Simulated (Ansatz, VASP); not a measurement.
Al3Pt: VASP beside Ansatz

INCAR

```
SYSTEM = Al3Pt
  ALGO = Normal
  EDIFF = 1E-6
  ENCUT = 520
  GGA = PE
  ISIF = 2
  ISMEAR = 0
  LASPH = .TRUE.
  LCHARG = .FALSE.
  LREAL = .FALSE.
  LWAVE = .FALSE.
  NBANDS = 18
  NELM = 100
  PREC = Accurate
  SIGMA = 0.1
```

KPOINTS

```
k-points
0
G
  6 6 6
  0 0 0
```

The input POSCAR:

```
Al3Pt
1.0
    0.0000000000      3.1030207500      3.1030207500
    3.1030207500      0.0000000000      3.1030207500
    3.1030207500      3.1030207500      0.0000000000
Al Pt
3 1
Direct
    0.5000000000      0.5000000000      0.5000000000
    0.7500000000      0.7500000000      0.7500000000
    0.2500000000      0.2500000000      0.2500000000
    0.0000000000      0.0000000000      0.0000000000
```

Input for Ansatz:

```yaml
crystal:
  lattice:
    - [0.0, 3.10302075, 3.10302075]
    - [3.10302075, 0.0, 3.10302075]
    - [3.10302075, 3.10302075, 0.0]
  atoms:
    - { symbol: Al, position: [0.5, 0.5, 0.5] }
    - { symbol: Al, position: [0.75, 0.75, 0.75] }
    - { symbol: Al, position: [0.25, 0.25, 0.25] }
    - { symbol: Pt, position: [0.0, 0.0, 0.0] }
basis:
  ecutwfc: 420
kpoints:
  mp_grid: { grid: [6, 6, 6] }
hamiltonian:
  xc: pbe
scf:
  occupations: { method: gaussian, width: 0.1 }
  lower_state_search: "off"
output:
  forces: true
  stress: true
  eigenvalues: true
```

Change from the starting cell: species swapped into the CeCd3 type (Fm-3m, No. 225).

Alike in both runs: task single point; functional PBE; k mesh 6 × 6 × 6; occupations gaussian, width 0.1 eV; no spin polarisation.

|  | VASP | Ansatz |
| --- | --- | --- |
| version | VASP 6.6.1 | Ansatz 0.2.0 |
| potentials or method | VASP PAW PBE potentials, release 64 (Al, Pt) | scalar-relativistic, plane waves, PAW |
| plane-wave cutoff (eV) | 520 | 420 |
| valence electrons in the cell | 19 | 27 |

|  | VASP | Ansatz | Ansatz less VASP |
| --- | --- | --- | --- |
| gap on the k mesh at the Fermi level (eV) | none | none | - |
| pressure (GPa) | 5.0 | 5.1 | +0.10 |

A gap of «none» marks a metal or a gap that the smearing closes. The two sets of potentials don't hold the same shells in valence.

The runs have no spin-orbit coupling, so splittings on Pt are missing.
